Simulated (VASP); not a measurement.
# CO in VASP: a series of runs

One molecule, CO, is run at these levels: PBE; tasks: relaxation of the atoms, vibrations by finite differences.

Everything below comes from runs of VASP 6.6.1. Logs are shortened: lines on timing, memory, paths and dates and some standing lists are left out, and cuts for length are marked.

### 1 The molecule as given

The cell holds a molecule in a box, 2 atoms: a = 11.466 Å, b = 11.966 Å, c = 12.466 Å, α = 90.00°, β = 90.00°, γ = 90.00°.

### 2 Relaxation of the atoms, PBE

The input, INCAR:

```
ALGO = Normal
EDIFF = 1E-6
EDIFFG = -0.03
ENCUT = 400
GGA = PE
IBRION = 2
ISIF = 2
ISMEAR = 0
ISYM = 0
LASPH = T
LCHARG = F
LREAL = F
LWAVE = F
NELM = 80
NSW = 120
PREC = Accurate
SIGMA = 0.01
```

The input, KPOINTS:

```
k-points
0
Gamma
  1 1 1
```

The input, POSCAR:

```
CO
1.0
   11.4664208122      0.0000000000      0.0000000000
    0.0000000000     11.9664208122      0.0000000000
    0.0000000000      0.0000000000     12.4664208122
C O
1 1
Selective dynamics
Direct
    0.5219830803      0.5161969978      0.4612390426  F F F
    0.4780169197      0.4921597198      0.5387609574  T T T
```

Potentials or basis: VASP PAW PBE potentials, release 64 (C, O).

Command:

```
$ cat potpaw_PBE.64/C/POTCAR potpaw_PBE.64/O/POTCAR > POTCAR
$ mpirun -np 1 vasp_gam > vasp.out
```

OUTCAR:

```text
EDIFF = 1E-6
   EDIFFG = -0.03
   ENCUT = 400
   GGA = PE
   IBRION = 2
   ISIF = 2
   ISMEAR = 0
   ISYM = 0
   LASPH = T
   LREAL = F
   NELM = 80
   NSW = 120
   PREC = Accurate

 ion  position               nearest neighbor table
   1  0.522  0.516  0.461-   2 1.13
   2  0.478  0.492  0.539-   1 1.13

IMPORTANT INFORMATION: All symmetrisations will be switched off!
NOSYMM: (Re-)initialisation of all symmetry stuff for point group C_1.

----------------------------------------------------------------------------------------

                                     Primitive cell

  volume of cell :    1710.5427

  direct lattice vectors                    reciprocal lattice vectors
    11.466420812  0.000000000  0.000000000     0.087211172  0.000000000  0.000000000
     0.000000000 11.966420812  0.000000000     0.000000000  0.083567176  0.000000000
     0.000000000  0.000000000 12.466420812     0.000000000  0.000000000  0.080215486

  length of vectors
    11.466420812 11.966420812 12.466420812     0.087211172  0.083567176  0.080215486

  position of ions in fractional coordinates (direct lattice)
     0.521983080  0.516196998  0.461239043
     0.478016920  0.492159720  0.538760957

  ion indices of the primitive-cell ions
   primitive index   ion index
                 1           1
                 2           2

----------------------------------------------------------------------------------------

 KPOINTS: k-points

Automatic generation of k-mesh.
 Grid dimensions read from file:
 generate k-points for:    1    1    1

 Generating k-lattice:

  Cartesian coordinates                     Fractional coordinates (reciprocal lattice)
     0.087211172  0.000000000  0.000000000     1.000000000  0.000000000  0.000000000
     0.000000000  0.083567176  0.000000000     0.000000000  1.000000000  0.000000000
     0.000000000  0.000000000  0.080215486     0.000000000  0.000000000  1.000000000

  Length of vectors
     0.087211172  0.083567176  0.080215486

  Shift w.r.t. Gamma in fractional coordinates (k-lattice)
     0.000000000  0.000000000  0.000000000

 Subroutine IBZKPT returns following result:
 ===========================================

 Found      1 irreducible k-points:

 Following reciprocal coordinates:
            Coordinates               Weight
  0.000000  0.000000  0.000000      1.000000
   k-points           NKPTS =      1   k-points in BZ     NKDIM =      1   number of bands    NBANDS=      9
   number of dos      NEDOS =    301   number of ions     NIONS =      2
   total plane-waves  NPLWV = 537600
   dimension x,y,z NGX =    80 NGY =   80 NGZ =   84
   dimension x,y,z NGXF=   160 NGYF=  160 NGZF=  168
   ions per type =               1   1
   NGX,Y,Z   is equivalent  to a cutoff of  11.60, 11.11, 11.20 a.u.
   NGXF,Y,Z  is equivalent  to a cutoff of  23.20, 22.23, 22.40 a.u.
 SYSTEM =  unknown system
   PREC   = accura    normal or accurate (medium, high low for compatibility)
   ISTART =      0    job   : 0-new  1-cont  2-samecut
   ICHARG =      2    charge: 1-file 2-atom 10-const
   ISPIN  =      1    spin polarized calculation?
   LNONCOLLINEAR =      F non collinear calculations
   LSORBIT =      F    spin-orbit coupling
   LASPH  =      T    aspherical Exc in radial PAW
   ENCUT  =  400.0 eV  29.40 Ry    5.42 a.u.  18.70 19.51 20.33*2*pi/ulx,y,z
   NELM   =     80;   NELMIN=  2; NELMDL= -5     # of ELM steps
   EDIFF  = 0.1E-05   stopping-criterion for ELM
   LREAL  =      F    real-space projection
   EDIFFG = -.3E-01   stopping-criterion for IOM
   NSW    =    120    number of steps for IOM
   IBRION =      2    ionic relax: 0-MD 1-quasi-New 2-CG
   NFREE  =      1    steps in history (QN), initial steepest desc. (CG)
   ISIF   =      2    stress and relaxation
   ISYM   =      0    0-nonsym 1-usesym 2-fastsym
   POTIM  = 0.5000    time-step for ionic-motion
   TEBEG  =    0.0;   TEEND  =   0.0 temperature during run
   PSTRESS=    0.0 pullay stress
   NELECT =      10.0000    total number of electrons
   NUPDOWN=      -1.0000    fix difference up-down
   EMIN   =  10.00;   EMAX   =-10.00  energy-range for DOS
   EFERMI =   0.00;   METHOD = LEGACY
   ISMEAR =     0;   SIGMA  =   0.01  broadening in eV -4-tet -1-fermi 0-gaus
   EFERMI_NEDOS =   21; number of points for ismear=-14 and -15
   IALGO  =     38    algorithm
   IMIX   =      4    mixing-type and parameters
     AMIX     =   0.40;   BMIX     =  1.00
     AMIX_MAG =   1.60;   BMIX_MAG =  1.00
  volume/ion in A,a.u.               =     855.27      5771.66
  Fermi-wavevector in a.u.,A,eV,Ry     =   0.294915  0.557309  1.183365  0.086975
  Thomas-Fermi vector in A             =   1.157983
   LORBIT       =      0    0 simple, 1 ext, 2 COOP (PROOUT), +10 PAW based schemes
   GGA     = PE    functional components
   LHFCALC =     F    Hartree Fock is set to
   AEXX    =    0.0000 exact exchange contribution
   IVDW    =     0    specifies the selected vdW correction
   LEPSILON=     F    determine dielectric tensor
   LRPA    =     F    only Hartree local field effects (RPA)
 conjugate gradient relaxation of ions
 non-spin polarized calculation
 Gauss-broadening in eV      SIGMA  =   0.01
  energy-cutoff  :      400.00
  volume of cell :     1710.54
 maximum number of plane-waves:     15554
 NGX is ok and might be reduce to    80
   NGX = 37   NGY = 39   NGZ = 41

--------------------------------------- Ionic step        1  -------------------------------------------

 number of electron      10.0000004 magnetization

 Free energy of the ion-electron system (eV)
  ---------------------------------------------------
  ext. energy  EPLUGINS =         0.00000000
  ---------------------------------------------------
  free energy    TOTEN  =       -14.79615445 eV

  energy without entropy =      -14.79615445  energy(sigma->0) =      -14.79615445

------------------------ aborting loop because EDIFF is reached ----------------------------------------

  FORCE on cell =-STRESS in cart. coord.  units (eV):
  Direction    XX          YY          ZZ          XY          YZ          ZX
  --------------------------------------------------------------------------------------
  -------------------------------------------------------------------------------------
  Total       -0.3358635     -0.6464875      0.8438040      0.2530448     -0.4834247     -0.8487023
  in kB       -0.3145860     -0.6055316      0.7903478      0.2370141     -0.4527990     -0.7949358
  external PRESSURE =      -0.0432566 kB  Pullay stress =       0.0000000 kB

 VOLUME and BASIS-vectors are now :
 -----------------------------------------------------------------------------
  energy-cutoff  :      400.00
  volume of cell :     1710.54
      direct lattice vectors                 reciprocal lattice vectors
    11.466420812  0.000000000  0.000000000     0.087211172  0.000000000  0.000000000
     0.000000000 11.966420812  0.000000000     0.000000000  0.083567176  0.000000000
     0.000000000  0.000000000 12.466420812     0.000000000  0.000000000  0.080215486

 POSITION                                       TOTAL-FORCE (eV/Angst)
 -----------------------------------------------------------------------------------
      5.98528      6.17703      5.75000         0.870828      0.492972     -1.667504
      5.48114      5.88939      6.71642        -0.870828     -0.492972      1.667504
 -----------------------------------------------------------------------------------
    total drift:                                0.000125     -0.000420     -0.000228

  FREE ENERGIE OF THE ION-ELECTRON SYSTEM (eV)
  ---------------------------------------------------
  free  energy   TOTEN  =       -14.7961544482 eV

  energy  without entropy=      -14.7961544482  energy(sigma->0) =      -14.79615445

--------------------------------------- Ionic step        2  -------------------------------------------

 number of electron      10.0000009 magnetization

------------------------ aborting loop because EDIFF is reached ----------------------------------------

  FORCE on cell =-STRESS in cart. coord.  units (eV):
  Direction    XX          YY          ZZ          XY          YZ          ZX
  --------------------------------------------------------------------------------------
  -------------------------------------------------------------------------------------
  Total       -2.4115504     -1.3288114     -6.7527696     -0.9251023      1.7734806      3.1092020
  in kB       -2.2587751     -1.2446292     -6.3249717     -0.8664957      1.6611279      2.9122295
  external PRESSURE =      -3.2761253 kB  Pullay stress =       0.0000000 kB

 VOLUME and BASIS-vectors are now :
 -----------------------------------------------------------------------------
  energy-cutoff  :      400.00
  volume of cell :     1710.54
      direct lattice vectors                 reciprocal lattice vectors
    11.466420812  0.000000000  0.000000000     0.087211172  0.000000000  0.000000000
     0.000000000 11.966420812  0.000000000     0.000000000  0.083567176  0.000000000
     0.000000000  0.000000000 12.466420812     0.000000000  0.000000000  0.080215486

 POSITION                                       TOTAL-FORCE (eV/Angst)
 -----------------------------------------------------------------------------------
      5.98528      6.17703      5.75000        -3.001248     -1.714899      5.755005
      5.43913      5.86561      6.79687         3.001248      1.714899     -5.755005
 -----------------------------------------------------------------------------------
    total drift:                                0.000217      0.000316     -0.000742

  FREE ENERGIE OF THE ION-ELECTRON SYSTEM (eV)
  ---------------------------------------------------
  free  energy   TOTEN  =       -14.5255959634 eV

  energy  without entropy=      -14.5255959634  energy(sigma->0) =      -14.52559596

--------------------------------------- Ionic step        3  -------------------------------------------

 number of electron      10.0000001 magnetization

 Free energy of the ion-electron system (eV)
  ---------------------------------------------------
  ext. energy  EPLUGINS =         0.00000000
  ---------------------------------------------------
  free energy    TOTEN  =       -14.81153784 eV

  energy without entropy =      -14.81153784  energy(sigma->0) =      -14.81153784

 E-fermi :  -8.9479     XC(G=0):  -0.3963

 val. band max:       -8.9971548608   @ k =   0.0000   0.0000   0.0000
 cond. band min:      -2.0764005668   @ k =   0.0000   0.0000   0.0000
 fundamental gap:      6.9207542940
 Fermi energy:        -8.9478733056

 k-point     1 :       0.0000    0.0000    0.0000
  band No.  band energies     occupation
      1     -29.1903      2.00000
      2     -13.9922      2.00000
      3     -11.6718      2.00000
      4     -11.6716      2.00000
      5      -8.9972      2.00000
      6      -2.0764      0.00000
      7      -2.0761      0.00000
      8      -0.1775      0.00000
      9       0.6731      0.00000

------------------------ aborting loop because EDIFF is reached ----------------------------------------

  FORCE on cell =-STRESS in cart. coord.  units (eV):
  Direction    XX          YY          ZZ          XY          YZ          ZX
  --------------------------------------------------------------------------------------
  -------------------------------------------------------------------------------------
  Total       -0.7803293     -0.7925093     -0.7858792      0.0000981      0.0009574      0.0003561
  in kB       -0.7308943     -0.7423027     -0.7360926      0.0000919      0.0008967      0.0003336
  external PRESSURE =      -0.7364299 kB  Pullay stress =       0.0000000 kB

 VOLUME and BASIS-vectors are now :
 -----------------------------------------------------------------------------
  energy-cutoff  :      400.00
  volume of cell :     1710.54
      direct lattice vectors                 reciprocal lattice vectors
    11.466420812  0.000000000  0.000000000     0.087211172  0.000000000  0.000000000
     0.000000000 11.966420812  0.000000000     0.000000000  0.083567176  0.000000000
     0.000000000  0.000000000 12.466420812     0.000000000  0.000000000  0.080215486

 POSITION                                       TOTAL-FORCE (eV/Angst)
 -----------------------------------------------------------------------------------
      5.98528      6.17703      5.75000        -0.010825     -0.009855      0.023633
      5.47380      5.88524      6.73047         0.010825      0.009855     -0.023633
 -----------------------------------------------------------------------------------
    total drift:                               -0.000237     -0.000788     -0.001559

  FREE ENERGIE OF THE ION-ELECTRON SYSTEM (eV)
  ---------------------------------------------------
  free  energy   TOTEN  =       -14.8115378353 eV

  energy  without entropy=      -14.8115378353  energy(sigma->0) =      -14.81153784

 reached required accuracy - stopping structural energy minimisation
```

Run time: 4.5 min. Hardware: 1 thread of Intel Xeon Platinum 8488C (Sapphire Rapids), shared host; peak memory 1 GiB.

What came out:

| Quantity | Value |
| --- | --- |
| Free energy | -14.8115 eV |
| Energy gained by relaxing | 7.7 meV/atom |
| Ionic steps | 3 |
| Gap between the frontier levels | 6.92 eV |

Step by step:
| step | energy change (eV) | largest force (eV/Å) | pressure (GPa) |
| --- | --- | --- | --- |
| 1 | 0.0000 | 1.9447 | 0.00 |
| 2 | 0.2706 | 6.7133 | -0.33 |
| 3 | -0.0154 | 0.0278 | -0.07 |

Final structure:
```yaml
crystal:
  lattice:
    - [11.46642, 0.00000, 0.00000]
    - [0.00000, 11.96642, 0.00000]
    - [0.00000, 0.00000, 12.46642]
  atoms:
    - { symbol: C, position: [0.52198, 0.51620, 0.46124] }
    - { symbol: O, position: [0.47738, 0.49181, 0.53989] }
```

Levels at points of the mesh, in eV from the valence-band top:
```tsv
k point	band 1	band 2	band 3	band 4	band 5	band 6	band 7	band 8	band 9
(0.00, 0.00, 0.00)	-20.19	-5.00	-2.67	-2.67	0.00	6.92	6.92	8.82	9.67
```

Caveat: the cutoff is under 1.25 times the usual one of these potentials, so pressure, stress and relaxed cells hold a basis-set (Pulay) error; the standard files for N, O and F lose accuracy on very short bonds. A hybrid or GW would open this gap; PBE tends to underestimate it.

### 3 Vibrations by finite differences, PBE

The input, INCAR:

```
PREC     = Accurate       # precision mode
ENCUT    = 400            # plane-wave cutoff, eV
EDIFF    = 1E-7           # SCF threshold, eV
ISMEAR   = 0              # smearing method
SIGMA    = 0.01           # smearing width, eV
LREAL    = False          # projectors in reciprocal space
LASPH    = True           # aspherical terms in the spheres
NELM     = 80             # most SCF steps
ALGO     = Normal         # electronic algorithm
ISIF     = 2              # what is computed and relaxed
LWAVE    = False          # write WAVECAR
LCHARG   = False          # write CHGCAR
GGA      = PE             # functional
IBRION   = 5              # ionic algorithm
NFREE    = 2            
POTIM    = 0.015          # step
NSW      = 1              # ionic steps
ISYM     = 0
```

The input, KPOINTS:

```
regular mesh
0
Gamma
  1 1 1
```

The input, POSCAR:

```
CO                                      
1.0
   11.4664208122      0.0000000000      0.0000000000
    0.0000000000     11.9664208122      0.0000000000
    0.0000000000      0.0000000000     12.4664208122
  C               O             
     1     1
Selective dynamics
Direct
0.5219830802999965  0.5161969978000016  0.4612390425999990  T T T
0.4773768479316712  0.4918125180812561  0.5398882819586495  T T T
```

Potentials or basis: VASP PAW PBE potentials, release 64 (C, O).

Command:

```
$ cat potpaw_PBE.64/C/POTCAR potpaw_PBE.64/O/POTCAR > POTCAR
$ mpirun -np 1 vasp_gam > vasp.out
```

Wall time 20 min (1 thread of Intel Xeon Platinum 8488C (Sapphire Rapids), shared host); peak memory 1.1 GiB.

It converged, with:

```
Highest phonon frequency at Γ, LO-TO splitting left out : 2121 cm⁻¹
Most unstable mode                                      : 23i cm⁻¹
```

Phonon frequencies in cm⁻¹ (negative: imaginary):
```csv
q point,frequencies
"(0.000, 0.000, 0.000)",-23 -4 0 5 27 2121
```

Caveat: the cutoff is under 1.25 times the usual one of these potentials, so pressure, stress and relaxed cells hold a basis-set (Pulay) error; some modes are imaginary; the standard files for N, O and F lose accuracy on very short bonds.
